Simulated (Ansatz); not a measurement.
## ZnCu (Pm-3m), stationary points along a deformation path

Method: DFT PBE, scalar-relativistic, plane waves, PAW (Ansatz). The runs took a 420 eV cutoff, a Γ-centred 18×18×18 mesh and Gaussian smearing (0.15 eV). No spin polarisation. Energies are free energies at this smearing, counted from the undisturbed cell; pressure is positive in compression.

Reference structure (as given, not relaxed at this level; it stands at 2.4 GPa, and it needn't be the usual structure):

```xyz
2
Lattice="2.9450 0.0000 0.0000 0.0000 2.9450 0.0000 0.0000 0.0000 2.9450" Properties=species:S:1:pos:R:3 pbc="T T T"
Zn    1.4725    1.4725    1.4725
Cu    0.0000    0.0000    0.0000
```

At fixed volume and fractional coordinates, lengths along (0.577, 0.577, 0.577) are scaled against those across it; ρ is that ratio over its starting value. V = 12.771 Å³/atom. Δσ is the stress along the axis less the mean stress across it (compression positive).

```
    ρ  ΔE (meV/atom)  Δσ (GPa) space group
0.500         6545.2    546.81         R-3m
0.710          965.9    129.73         R-3m
1.000            0.0      0.00        Pm-3m
1.410          298.9    -21.70         R-3m
2.000          529.6      0.00        Fm-3m
```

Question: How does the stress give the slope of the energy, and where is the energy stationary?

Answer: Along the path d ln(length) is 2/3 d ln ρ on the axis and −1/3 d ln ρ across it, so dE/d ln ρ = −(2/3) V Δσ: the energy falls with ρ where Δσ is positive. Δσ vanishes or changes sign at ρ = 1.000 (Pm-3m), a minimum at 0.0 meV/atom; at ρ = 2.000 (Fm-3m, an end of the scan), at 529.6 meV/atom. Pairs of stationary points between two samples would go unseen, and could change a minimum read from distant neighbours into a maximum. At ρ = 1.000, 2.000 the cell is cubic, where symmetry alone makes the stress isotropic and the slope zero.

In a metal these slopes depend on the k mesh and the smearing.